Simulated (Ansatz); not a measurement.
Runs of Ansatz 0.2.0 on Ge. It takes space group Fmmm (No. 69, orthorhombic). The conventional cell has a = 5.261 Å, b = 5.771 Å, c = 10.231 Å, α = 90.00°, β = 90.00°, γ = 90.00°. Around Ge (site symmetry m2m) lie 5 Ge at 2.61 to 2.73 Å. Ge (site symmetry mm2) is surrounded by 6 Ge at 2.71 to 2.96 Å. This isn't the form of Ge at room conditions, which is diamond.

| potentials or basis | cutoff (eV) | basis error allowed | pressure (GPa) | largest force (eV/Å) |
| --- | --- | --- | --- | --- |
| all-electron PAW datasets made for the crystal | 160 | - | -3.5 | 0.04 |
| all-electron LAPW, non-relativistic | 246 | 0.002 eV/atom | (a) | 0.02 |
| all-electron LAPW, scalar-relativistic | 247 | 0.002 eV/atom | -3.5 | 0.04 |
| all-electron LAPW, inner shells corrected to Dirac's equation | 247 | 0.002 eV/atom | -3.5 | 0.04 |

Alike in all rows: task band structure; level PBEsol; no spin polarisation; cell as given; k mesh 7 × 7 × 7; smearing fermi-dirac 0.05 eV.

**Question.** Estimate the missing entries.

**Answer.** (a) -3.7.

Caveats: relativity is left out, which matters for the heavier elements (some runs).

The runs don't all hold the same shells in valence.
